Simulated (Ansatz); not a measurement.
Input and output of a one-shot G0W0 calculation on rocksalt AlN (Ansatz, G0W0@PBE with 67 empty bands, a screening cutoff of 150 eV and a 6×6×6 mesh). The cell was relaxed with r2SCAN and then strained, so it isn't that functional's minimum.

```yaml
crystal:
  lattice:
    - [0.0, 1.9784910831, 2.0521721466]
    - [1.9784910831, 0.0, 2.0521721466]
    - [1.9784910831, 1.9784910831, 0.0]
  atoms:
    - { symbol: Al, position: [0.0, 0.0, 0.0] }
    - { symbol: "N", position: [0.5, 0.5, 0.5] }
kpoints:
  mp_grid: { grid: [6, 6, 6] }
hamiltonian:
  xc: pbe
scf:
  occupations: { method: fixed }
gw:
  n_empty_bands: 67
  ecut_chi: 150
  qp_bands: [v2, c2]
  qp_kpoints: band_edges
  screening: { model: contour_deformation }
```

In the abridged output below, numbers in square brackets stand for lines, or ends of lines, that were taken out.
```
Functional definition: PBE
Crystal: 2 atoms, lattice volume = 16.066 Å³
[1]
Bands: 8, of which v1, the nominal top of the filled ones, is band 4 counted from 1 (3 counted from 0)
[2]
SCF 1 converged in 6 iterations: F = -923.864854 eV  dr2 = 7.22e-12
SCF converged after 6 iterations
Free energy (F): -923.864854 eV
Fermi energy:    11.796998 eV
--- G₀W₀: contour deformation, 6 samples at zero and on the imaginary axis and 2 off it, 216 q-points, 67 empty bands' worth ---
    ik  band        ε_KS         Σx   Σc(E_QP)       V_xc       Z   E_QP_lin       E_QP  E_QP is
     0     3     11.5530   -22.4539     3.0022   -18.6550  0.8015    10.7526    10.7563  root
     0     4  [3]
     0     5  [4]
     0     6     23.5164    -5.4607    -5.2422   -11.4430  0.8312    24.2606    24.2565  root
     1     3     11.2746   -22.2637     3.0579   -18.3702  0.8010    10.4348    10.4390  root
     1     4     11.3443   -21.9836     2.9560   -18.2066  0.8013    10.5192    10.5232  root
     1     5     18.7895   -11.0970    -4.9221   -17.0707  0.8162    19.8478    19.8411  root
     1     6     22.5008    -6.8845    -5.4033   -13.1858  0.8177    23.4053    23.3989  root
     2     3     10.6972   -21.7319     3.1110   -17.7187  0.7998     9.7898     9.7951  root
     2     4     10.7896   -22.0113     3.1718   -17.9404  0.7998     9.8854     9.8906  root
     2     5     18.3292    -8.8761    -4.7468   -14.4636  0.8292    19.1739    19.1699  root
     2     6     23.1469    -7.1417    -5.4048   -13.5567  0.8238    24.1653    24.1571  root
     3     3     10.4160   -21.6489     3.1801   -17.5345  0.7989     9.4759     9.4817  root
     3     4  [5]
     3     5     17.9112    -8.8368    -4.6412   -14.2863  0.8313    18.7230    18.7195  root
     3     6     22.5579    -7.3637    -5.3087   -13.6959  0.8272    23.5894    23.5814  root
     4     3     10.5335   -21.9927     3.1911   -17.8814  0.7998     9.6077     9.6132  root
     4     4     10.8764   -21.6630     3.0063   -17.7792  0.8008     9.9941     9.9989  root
     4     5     19.4972   -11.7608    -5.0550   -17.9812  0.8092    20.6714    20.6625  root
     4     6     20.7614    -5.1709    -4.9870   -10.7828  0.8373    21.3887    21.3862  root
     6     3      8.8649   -21.2071     3.4654   -16.6734  0.7944     7.7879     7.7967  root
     6     4      9.9219   -21.5954     3.2857   -17.3244  0.7978     8.9299     8.9366  root
     6     5     18.9734    -8.4701    -4.8050   -14.1468  0.8296    19.8496    19.8451  root
     6     6     21.5390    -8.6463    -5.3311   -15.0805  0.8193    22.6511    22.6421  root
     9     3      9.0393   -21.7773     3.5364   -17.1704  0.7945     7.9601     7.9689  root
     9     4      9.4820   -21.3877     3.3230   -17.0362  0.7967     8.4460     8.4536  root
     9     5     17.7918    -5.5819    -4.5458   -10.6649  0.8454    18.3305    18.3290  root
     9     6     18.1718    -9.4107    -4.7605   -15.1692  0.8335    19.1754    19.1697  root
    10     3      7.5210   -20.8746     3.7178   -15.9902  0.7886     6.3420     6.3544  root
    10     4      9.0692   -21.4925     3.4594   -16.9672  0.7949     7.9948     8.0034  root
    10     5     17.3869    -8.0838    -4.5757   -13.4649  0.8402    18.1957    18.1923  root
    10     6     19.2663    -8.0104    -4.8029   -13.6778  0.8297    20.1352    20.1308  root
    12     3      8.4462   -21.7735     3.6770   -16.9760  0.7919     7.3154     7.3256  root
    12     4      8.9182   -21.3572     3.4530   -16.8247  0.7945     7.8296     7.8385  root
    12     5     16.4351    -9.5160    -4.4586   -14.8850  0.8396    17.3496    17.3454  root
    12     6     16.7718    -5.7513    -4.3893   -10.6416  0.8474    17.2740    17.2728  root
  […]
```

The points are ik 0 = (0, 0, 0) (Γ), ik 1 = (0, 0, 1/6), ik 2 = (0, 0, 1/3), ik 3 = (0, 0, -1/2) (L), ik 4 = (0, 1/6, 1/6), ik 6 = (0, 1/6, -1/2), ik 9 = (0, 1/3, 1/3), ik 10 = (0, 1/3, -1/2), ik 12 = (0, -1/2, -1/2) (X), ik 13 = (1/6, 1/6, 0), ik 16 = (1/6, 1/6, -1/3), ik 25 = (1/3, 1/3, 0); band 4 is the last filled one.

Q: Give the withheld lines. They hold quasiparticle rows, cutoff and plane waves at Γ, the symmetry found.

A:
```
[1]
Basis set: ecut = 420 eV, 331 PW (Γ)
[2]
Symmetry: 16 space group operations
Space group: I4/mmm (ITA 139)
[3]
     0     4     11.7970   -22.1154     2.8314   -18.5260  0.8019    11.0357    11.0390  root
[4]
     0     5     17.6859   -12.1089    -4.7552   -17.9181  0.8168    18.7461    18.7399  root
[5]
     3     4     10.5748   -21.9205     3.2252   -17.7700  0.7991     9.6440     9.6496  root
```
The trailing digits, and the zero of the energies, depend on the potentials and thresholds.

G0W0 moves the gap on the mesh from 4.64 eV (PBE) to 6.23 eV (Γ to X). Renormalisation factors Z lie between 0.79 and 0.85. G0W0 here is at a finite number of bands, screening cutoff and k mesh, not at the basis limit.

Q: It took 20 s on 1 × NVIDIA H100 80GB HBM3 with 2 threads of AMD EPYC 7R13 Processor (Zen 3), with other jobs on the host, load about 0.7 per core. What peak of host memory did it reach?

A: About 1.1 GiB.

Values at 0 K without nuclear motion; spin polarisation is off, and the phase may be a hypothetical one.
